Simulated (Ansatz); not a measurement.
# S on a Mo site in MoS2

Aim: make a S on a Mo site in a supercell of 36 atoms of MoS2, relax it, in the charges +1, 0, -1, and find its formation energy, moment and surroundings.

Program: Ansatz 0.2.0. Level of theory: DFT PBE+D3(BJ), scalar-relativistic, plane waves, PAW. These are calculated values, not measurements.

3 further runs of the same task are left out: 3 set aside as unsound or not needed.

### 1 The structure to begin with

It takes space group P-6m2 (No. 187, hexagonal). The conventional cell has a = 3.150 Å, b = 3.150 Å, c = 6.646 Å, α = 90.00°, β = 90.00°, γ = 120.00°. Around Mo (site symmetry -6m2) lie 6 S at 2.40 Å. S (site symmetry 3m) is surrounded by 3 Mo at 2.40 Å.

As a file:

```
Mo S
1.0
     3.14950    0.00000    0.00000
    -1.57475    2.72755    0.00000
     0.00000    0.00000    6.64571
Mo S
1 2
Direct
  0.00000 0.00000 0.00000
  0.33333 0.66667 0.23576
  0.33333 0.66667 0.76424
```

It goes back to an entry of the Materials Project, which need not be the stable form.

It is the result of an earlier relaxation at this level (volume 19.03 Å³/atom; gap on the mesh: 1.21 eV).

The host's static dielectric tensor, from an earlier linear-response run, has a mean of 10.98.

The perfect supercell (rows 0 2 -1; 2 0 -1; -2 -2 -1 in vectors of this cell) was computed beforehand with the same settings: E(σ→0) = -81167.4239 eV for 36 atoms, gap 1.54 eV on its own mesh.

### 2 The defect cell

The atom at (0.333, 0.333, 0.333) of the supercell is replaced. A small random displacement (spread 0.05 Å) lets the symmetry of the site break. Its neighbours are 6 S at 2.40 Å.

### 3 Charge state 0

File input.yaml:

```yaml
crystal:
  lattice:
    - [-3.1495043331, 5.4551015236, -6.6457095426]
    - [6.2990086662, 0.0, -6.6457095426]
    - [-3.1495043331, -5.4551015236, -6.6457095426]
  atoms:
    - { symbol: S, position: [0.3358266033, 0.3274035856, 0.3376657436] }
    - { symbol: Mo, position: [0.0, 0.5, 0.5] }
    - { symbol: Mo, position: [0.6666666667, 0.1666666667, 0.1666666667] }
    - { symbol: Mo, position: [0.5, 0.0, 0.5] }
    - { symbol: Mo, position: [0.1666666667, 0.6666666667, 0.1666666667] }
    - { symbol: Mo, position: [0.8333333333, 0.8333333333, 0.3333333333] }
    - { symbol: Mo, position: [0.5, 0.5, 0.0] }
    - { symbol: Mo, position: [0.1666666667, 0.1666666667, 0.6666666667] }
    - { symbol: Mo, position: [0.8333333333, 0.3333333333, 0.8333333333] }
    - { symbol: Mo, position: [0.3333333333, 0.8333333333, 0.8333333333] }
    - { symbol: Mo, position: [0.0, 0.0, 0.0] }
    - { symbol: Mo, position: [0.6666666667, 0.6666666667, 0.6666666667] }
    - { symbol: S, position: [0.2704494006, 0.0878855795, 0.4143276379] }
    - { symbol: S, position: [0.9214141818, 0.2547475151, 0.5880808484] }
    - { symbol: S, position: [0.5880808484, 0.9214141818, 0.2547475151] }
    - { symbol: S, position: [0.4214141818, 0.7547475151, 0.5880808484] }
    - { symbol: S, position: [0.0940080137, 0.4235343512, 0.255287495] }
    - { symbol: S, position: [0.7547475151, 0.5880808484, 0.4214141818] }
    - { symbol: S, position: [0.4258054926, 0.2571048947, 0.088845171] }
    - { symbol: S, position: [0.0880808484, 0.9214141818, 0.7547475151] }
    - { symbol: S, position: [0.7547475151, 0.0880808484, 0.9214141818] }
    - { symbol: S, position: [0.2547475151, 0.5880808484, 0.9214141818] }
    - { symbol: S, position: [0.9214141818, 0.7547475151, 0.0880808484] }
    - { symbol: S, position: [0.5880808484, 0.4214141818, 0.7547475151] }
    - { symbol: S, position: [0.0785858182, 0.9119191516, 0.2452524849] }
    - { symbol: S, position: [0.7452524849, 0.0785858182, 0.4119191516] }
    - { symbol: S, position: [0.4119191516, 0.7452524849, 0.0785858182] }
    - { symbol: S, position: [0.243528715, 0.5817088165, 0.4179642342] }
    - { symbol: S, position: [0.9119191516, 0.2452524849, 0.0785858182] }
    - { symbol: S, position: [0.5871727678, 0.4151898331, 0.2492215842] }
    - { symbol: S, position: [0.2452524849, 0.0785858182, 0.9119191516] }
    - { symbol: S, position: [0.9119191516, 0.7452524849, 0.5785858182] }
    - { symbol: S, position: [0.5785858182, 0.9119191516, 0.7452524849] }
    - { symbol: S, position: [0.0785858182, 0.4119191516, 0.7452524849] }
    - { symbol: S, position: [0.7452524849, 0.5785858182, 0.9119191516] }
    - { symbol: S, position: [0.4149915205, 0.2578369419, 0.5788788528] }
  host:
    lattice:
      - [3.1495043331, 0.0, 0.0]
      - [-1.5747521666, 2.7275507618, 0.0]
      - [0.0, 0.0, 6.6457095426]
    atoms:
      - { symbol: Mo, position: [0.0, 0.0, 0.0] }
      - { symbol: S, position: [0.3333333333, 0.6666666667, 0.2357574547] }
      - { symbol: S, position: [0.3333333333, 0.6666666667, 0.7642425453] }
basis:
  ecutwfc: 420
  xc_grid: 2
kpoints:
  mp_grid: { grid: [2, 2, 2], shift: [0.5, 0.5, 0.5] }
hamiltonian:
  xc: pbe
  dispersion: d3bj
scf:
  occupations: { method: gaussian, width: 0.01 }
output:
  forces: true
  stress: false
  eigenvalues: true
  charged_corrections:
    defect_position: [0.33333333, 0.33333333, 0.33333333]
    epsilon: [[14.1213, 0.0, 0.0], [0.0, 14.1213, 0.0], [0.0, 0.0, 4.6965]]
  write_density: true
  write_potential: true
  elf: true
  volumetric_format: npy
relax:
  adjacent_minimum: "off"
  f_tol: 0.025
  max_steps: 45
```

The run is started by

```
ansatz run input.yaml --threads 4 --pin off --max-ram 10240MiB --backend cpu --events-out ev --progress --plain --runs-dir out
```

Further runs follow: charge state +1; charge state -1.

What does the calculation give? Wanted: formation energy, neutral; nearest atoms after relaxation, one image of each, neutral.

The runs gave:

| quantity | value |
| --- | --- |
| formation energy, neutral | 6.01 eV |
| nearest atoms after relaxation, one image of each, neutral | 4 S at 2.29 Å, 2 Mo at 2.60 Å |
| level (+1/0) above the valence top | -0.21 eV (outside the gap) |
| level (0/-1) above the valence top | 0.66 eV |

**Reading.** The neutral defect costs 6.01 eV against the elements. Spin polarisation was off in the neutral run, so a moment could not show there. Among the charges computed the stable one is 0 at the valence top, changing to -1 at 0.66 eV, in a gap of 1.20 eV. In charge +1 the extra carrier would gain by moving to a band edge of the host at this level and cell size; a small cell and a semilocal functional both favour that, so a real bound level isn't ruled out. Levels are placed in the host's Kohn-Sham gap, which is usually too small at this level and squeezes them. A cell of 36 sites leaves finite-size errors of tenths of an eV, or more where the defect fills or empties host bands. Other minima may exist.
